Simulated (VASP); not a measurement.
# Ga3Sb (Pmmm) in VASP: reference runs

Aim: a first look at Ga3Sb with PBE, on the cell as given.

Everything below comes from runs of VASP 6.6.1. Logs are shortened: lines on timing, memory, paths and dates and some standing lists are left out, and cuts for length are marked.

**1. The crystal as given**

The structure is orthorhombic, space group Pmmm (No. 47). The conventional cell has a = 3.222 Å, b = 4.504 Å, c = 6.314 Å, α = 90.00°, β = 90.00°, γ = 90.00°. Around Ga (site symmetry mmm) lie 2 Sb at 3.16 Å and 10 Ga at 3.20 to 3.22 Å. Around Ga (site symmetry mm2) lie 8 Ga at 3.11 to 3.22 Å and 4 Sb at 3.18 Å. Sb (site symmetry mmm) is surrounded by 10 Ga at 3.16 to 3.18 Å and 2 Sb at 3.22 Å.

The cell was built by a generator and needn't be a form met in nature.

**2. Single point, PBE**

INCAR reads:

```
PREC = Accurate ; ENCUT = 520
EDIFF = 1E-7 ; ISMEAR = -1
SIGMA = 0.05 ; LREAL = F
LASPH = T ; NELM = 60
ALGO = Normal ; ISIF = 2
LWAVE = F ; LCHARG = T
GGA = PE ; LELF = T
LVHAR = T ; NBANDS = 30
```

KPOINTS reads:

```
Automatic mesh
0
Gamma
  8 6 4
```

POSCAR reads:

```
Ga3Sb
1.0
    3.2217817800      0.0000000000      0.0000000000
    0.0000000000      4.5043062500      0.0000000000
    0.0000000000      0.0000000000      6.3136814600
Ga Sb
3 1
Direct
    0.0000000000      0.0000000000      0.5000000000
    0.5000000000      0.5000000000      0.7539245500
    0.5000000000      0.5000000000      0.2460754500
    0.0000000000      0.0000000000      0.0000000000
```

Potentials or basis: VASP PAW PBE potentials, release 64 (Ga_d, Sb).

Command:

```
cat potpaw_PBE.64/Ga_d/POTCAR potpaw_PBE.64/Sb/POTCAR > POTCAR
mpirun -np 1 vasp_std > vasp.out
```

OUTCAR:

```text
PREC = Accurate
   ENCUT = 520
   EDIFF = 1E-7
   ISMEAR = -1
   LREAL = F
   LASPH = T
   NELM = 60
   ISIF = 2
   GGA = PE

 ion  position               nearest neighbor table
   1  0.000  0.000  0.500-   4 3.16   4 3.16
   2  0.500  0.500  0.754-   4 3.18   4 3.18   4 3.18   4 3.18
   3  0.500  0.500  0.246-   4 3.18   4 3.18   4 3.18   4 3.18
   4  0.000  0.000  0.000-   1 3.16   1 3.16   3 3.18   2 3.18   2 3.18   3 3.18   2 3.18   3 3.18
                             2 3.18   3 3.18

  LATTYP: Found a simple orthorhombic cell.
 ALAT       =     3.2217817800
 B/A-ratio  =     1.3980792486
 C/A-ratio  =     1.9596862516

  Lattice vectors:

 A1 = (   3.2217817800,   0.0000000000,   0.0000000000)
 A2 = (   0.0000000000,   4.5043062500,   0.0000000000)
 A3 = (   0.0000000000,   0.0000000000,   6.3136814600)

Analysis of symmetry for initial positions (statically):
=====================================================================
 Subroutine PRICEL returns:
 Original cell was already a primitive cell.

 Routine SETGRP: Setting up the symmetry group for a
 simple orthorhombic supercell.

 Subroutine GETGRP returns: Found  8 space group operations
 (whereof  8 operations were pure point group operations)
 out of a pool of  8 trial point group operations.

The static configuration has the point symmetry D_2h.

Analysis of symmetry for dynamics (positions and initial velocities):
=====================================================================
 Subroutine PRICEL returns:
 Original cell was already a primitive cell.

 Routine SETGRP: Setting up the symmetry group for a
 simple orthorhombic supercell.

 Subroutine GETGRP returns: Found  8 space group operations
 (whereof  8 operations were pure point group operations)
 out of a pool of  8 trial point group operations.

The dynamic configuration has the point symmetry D_2h.

 Subroutine INISYM returns: Found  8 space group operations
 (whereof  8 operations are pure point group operations),
 and found     1 'primitive' translations

----------------------------------------------------------------------------------------

                                     Primitive cell

  volume of cell :      91.6235

  direct lattice vectors                    reciprocal lattice vectors
     3.221781780  0.000000000  0.000000000     0.310387254  0.000000000  0.000000000
     0.000000000  4.504306250  0.000000000     0.000000000  0.222009771  0.000000000
     0.000000000  0.000000000  6.313681460     0.000000000  0.000000000  0.158386198

  length of vectors
     3.221781780  4.504306250  6.313681460     0.310387254  0.222009771  0.158386198

  position of ions in fractional coordinates (direct lattice)
     0.000000000  0.000000000  0.500000000
     0.500000000  0.500000000  0.753924550
     0.500000000  0.500000000  0.246075450
     0.000000000  0.000000000  0.000000000

  ion indices of the primitive-cell ions
   primitive index   ion index
                 1           1
                 2           2
                 3           3
                 4           4

----------------------------------------------------------------------------------------

 KPOINTS: Automatic mesh

Automatic generation of k-mesh.
 Grid dimensions read from file:
 generate k-points for:    8    6    4

 Generating k-lattice:

  Cartesian coordinates                     Fractional coordinates (reciprocal lattice)
     0.038798407  0.000000000  0.000000000     0.125000000  0.000000000  0.000000000
     0.000000000  0.037001629  0.000000000     0.000000000  0.166666667  0.000000000
     0.000000000  0.000000000  0.039596549     0.000000000  0.000000000  0.250000000

  Length of vectors
     0.038798407  0.037001629  0.039596549

  Shift w.r.t. Gamma in fractional coordinates (k-lattice)
     0.000000000  0.000000000  0.000000000

 Subroutine IBZKPT returns following result:
 ===========================================

 Found     60 irreducible k-points:

 Following reciprocal coordinates:
            Coordinates               Weight
  0.000000  0.000000  0.000000      1.000000
  0.125000  0.000000  0.000000      2.000000
  0.250000  0.000000  0.000000      2.000000
  0.375000  0.000000  0.000000      2.000000
  0.500000  0.000000  0.000000      1.000000
  0.000000  0.166667  0.000000      2.000000
[... 16 lines left out ...]
  0.250000  0.000000  0.250000      4.000000
  0.375000  0.000000  0.250000      4.000000
 [... further k-points ...]
   k-points           NKPTS =     60   k-points in BZ     NKDIM =     60   number of bands    NBANDS=     30
   number of dos      NEDOS =    301   number of ions     NIONS =      4
   total plane-waves  NPLWV =  41472
   dimension x,y,z NGX =    24 NGY =   36 NGZ =   48
   dimension x,y,z NGXF=    48 NGYF=   72 NGZF=   96
   ions per type =               3   1
   NGX,Y,Z   is equivalent  to a cutoff of  12.38, 13.29, 12.64 a.u.
   NGXF,Y,Z  is equivalent  to a cutoff of  24.77, 26.57, 25.28 a.u.
 SYSTEM =  unknown system
   PREC   = accura    normal or accurate (medium, high low for compatibility)
   ISTART =      0    job   : 0-new  1-cont  2-samecut
   ICHARG =      2    charge: 1-file 2-atom 10-const
   ISPIN  =      1    spin polarized calculation?
   LNONCOLLINEAR =      F non collinear calculations
   LSORBIT =      F    spin-orbit coupling
   LASPH  =      T    aspherical Exc in radial PAW
   ENCUT  =  520.0 eV  38.22 Ry    6.18 a.u.   5.99  8.38 11.74*2*pi/ulx,y,z
   NELM   =     60;   NELMIN=  2; NELMDL= -5     # of ELM steps
   EDIFF  = 0.1E-06   stopping-criterion for ELM
   LREAL  =      F    real-space projection
   EDIFFG = 0.1E-05   stopping-criterion for IOM
   NSW    =      0    number of steps for IOM
   IBRION =     -1    ionic relax: 0-MD 1-quasi-New 2-CG
   NFREE  =      0    steps in history (QN), initial steepest desc. (CG)
   ISIF   =      2    stress and relaxation
   ISYM   =      2    0-nonsym 1-usesym 2-fastsym
   POTIM  = 0.5000    time-step for ionic-motion
   TEBEG  =    0.0;   TEEND  =   0.0 temperature during run
   PSTRESS=    0.0 pullay stress
   NELECT =      44.0000    total number of electrons
   NUPDOWN=      -1.0000    fix difference up-down
   EMIN   =  10.00;   EMAX   =-10.00  energy-range for DOS
   EFERMI =   0.00;   METHOD = LEGACY
   ISMEAR =    -1;   SIGMA  =   0.05  broadening in eV -4-tet -1-fermi 0-gaus
   EFERMI_NEDOS =   21; number of points for ismear=-14 and -15
   IALGO  =     38    algorithm
   IMIX   =      4    mixing-type and parameters
     AMIX     =   0.40;   BMIX     =  1.00
     AMIX_MAG =   1.60;   BMIX_MAG =  1.00
  volume/ion in A,a.u.               =      22.91       154.58
  Fermi-wavevector in a.u.,A,eV,Ry     =   1.282006  2.422641 22.361721  1.643540
  Thomas-Fermi vector in A             =   2.414343
   LORBIT       =      0    0 simple, 1 ext, 2 COOP (PROOUT), +10 PAW based schemes
   GGA     = PE    functional components
   LHFCALC =     F    Hartree Fock is set to
   AEXX    =    0.0000 exact exchange contribution
   IVDW    =     0    specifies the selected vdW correction
   LEPSILON=     F    determine dielectric tensor
   LRPA    =     F    only Hartree local field effects (RPA)
 non-spin polarized calculation
  energy-cutoff  :      520.00
  volume of cell :       91.62
 maximum number of plane-waves:      2488
 NGX is ok and might be reduce to    24
   NGX = 11   NGY = 17   NGZ = 23

 number of electron      44.0000022 magnetization

 Free energy of the ion-electron system (eV)
  ---------------------------------------------------
  ext. energy  EPLUGINS =         0.00000000
  ---------------------------------------------------
  free energy    TOTEN  =       -12.52120307 eV

  energy without entropy =      -12.50908186  energy(sigma->0) =      -12.51514246

 E-fermi :   5.7019     XC(G=0): -10.3124

 val. band max:        5.6825119454   @ k =   0.2500   0.0000   0.0000
 cond. band min:       5.7333571327   @ k =   0.2500   0.5000   0.5000
 fundamental gap:      0.0508451872
 Fermi energy:         5.7019104206

 k-point     1 :       0.0000    0.0000    0.0000
  band No.  band energies     occupation
      1      -9.2827      2.00000
      2      -9.2409      2.00000
      3      -9.2210      2.00000
      4      -9.2103      2.00000
      5      -9.1934      2.00000
      6      -9.1849      2.00000
[... 22 lines left out ...]
     29      12.6641      0.00000
     30      12.8406      0.00000

 k-point     2 :       0.1250    0.0000    0.0000
  band No.  band energies     occupation
      1      -9.2709      2.00000
      2      -9.2321      2.00000
      3      -9.2233      2.00000
      4      -9.2066      2.00000
      5      -9.2008      2.00000
      6      -9.1837      2.00000
[... 22 lines left out ...]
     29      12.7995      0.00000
     30      13.1542      0.00000

 k-point     3 :       0.2500    0.0000    0.0000
  band No.  band energies     occupation
      1      -9.2530      2.00000
      2      -9.2432      2.00000
      3      -9.2246      2.00000
      4      -9.2226      2.00000
      5      -9.1910      2.00000
      6      -9.1871      2.00000
[... 22 lines left out ...]
     29      10.5343      0.00000
     30      10.9805      0.00000

 k-point     4 :       0.3750    0.0000    0.0000
  band No.  band energies     occupation
      1      -9.2572      2.00000
      2      -9.2538      2.00000
      3      -9.2449      2.00000
      4      -9.2350      2.00000
      5      -9.1997      2.00000
      6      -9.1992      2.00000
[... 22 lines left out ...]
     29       9.0350      0.00000
     30      11.3469      0.00000

 k-point     5 :       0.5000    0.0000    0.0000
  band No.  band energies     occupation
      1      -9.2625      2.00000
      2      -9.2618      2.00000
      3      -9.2539      2.00000
      4      -9.2321      2.00000
      5      -9.2087      2.00000
      6      -9.2052      2.00000
[... 22 lines left out ...]
     29       9.4729      0.00000
     30      12.0926      0.00000
[... 526 lines left out ...]
     29      13.5197      0.00000
     30      13.8151      0.00000

 k-point    22 :       0.1250    0.0000    0.2500
  band No.  band energies     occupation
      1      -9.2543      2.00000
      2      -9.2273      2.00000
      3      -9.2190      2.00000
      4      -9.2106      2.00000
      5      -9.2012      2.00000
      6      -9.1767      2.00000
[... 22 lines left out ...]
     29      13.1389      0.00000
     30      13.3201      0.00000

 k-point    23 :       0.2500    0.0000    0.2500
  band No.  band energies     occupation
      1      -9.2346      2.00000
      2      -9.2345      2.00000
      3      -9.2252      2.00000
      4      -9.2145      2.00000
      5      -9.1942      2.00000
      6      -9.1840      2.00000
[... 22 lines left out ...]
     29      10.8845      0.00000
     30      11.1343      0.00000

 k-point    24 :       0.3750    0.0000    0.2500
  band No.  band energies     occupation
      1      -9.2492      2.00000
      2      -9.2483      2.00000
      3      -9.2412      2.00000
      4      -9.2203      2.00000
      5      -9.1968      2.00000
      6      -9.1942      2.00000
[... 22 lines left out ...]
     29       9.8694      0.00000
     30       9.9088      0.00000

 [... further k-points ...]

------------------------ aborting loop because EDIFF is reached ----------------------------------------

  FORCE on cell =-STRESS in cart. coord.  units (eV):
  Direction    XX          YY          ZZ          XY          YZ          ZX
  --------------------------------------------------------------------------------------
  -------------------------------------------------------------------------------------
  Total       -1.9397566     -0.3354659     -0.0143547     -0.0000000      0.0000000      0.0000000
  in kB      -33.9196312     -5.8661379     -0.2510147     -0.0000000      0.0000000      0.0000000
  external PRESSURE =     -13.3455946 kB  Pullay stress =       0.0000000 kB

 VOLUME and BASIS-vectors are now :
 -----------------------------------------------------------------------------
  energy-cutoff  :      520.00
  volume of cell :       91.62
      direct lattice vectors                 reciprocal lattice vectors
     3.221781780  0.000000000  0.000000000     0.310387254  0.000000000  0.000000000
     0.000000000  4.504306250  0.000000000     0.000000000  0.222009771  0.000000000
     0.000000000  0.000000000  6.313681460     0.000000000  0.000000000  0.158386198

 POSITION                                       TOTAL-FORCE (eV/Angst)
 -----------------------------------------------------------------------------------
      0.00000      0.00000      3.15684         0.000000     -0.000000      0.000000
      1.61089      2.25215      4.76004         0.000000      0.000000     -0.383497
      1.61089      2.25215      1.55364         0.000000     -0.000000      0.383497
      0.00000      0.00000      0.00000         0.000000     -0.000000      0.000000
 -----------------------------------------------------------------------------------
    total drift:                                0.000000     -0.000000      0.000000

  FREE ENERGIE OF THE ION-ELECTRON SYSTEM (eV)
  ---------------------------------------------------
  free  energy   TOTEN  =       -12.5212030687 eV

  energy  without entropy=      -12.5090818560  energy(sigma->0) =      -12.51514246
```

Run time: 98 s. Hardware: 1 thread of Intel Xeon Platinum 8488C (Sapphire Rapids), shared host; peak memory 0.28 GiB.

Results:

| Item | Value |
| --- | --- |
| Free energy | -12.5212 eV |
| Pressure | -1.3 GPa |
| Largest force | 0.383 eV/Å |
| Band gap on the k mesh | none (metal or under the smearing width) |

Forces on the atoms (eV/Å):
```
Ga   0.000  0.000  0.000
Ga   0.000  0.000 -0.383
Ga   0.000  0.000  0.383
Sb   0.000  0.000  0.000
```

Spin-orbit coupling is left out, which matters for the levels of Sb.
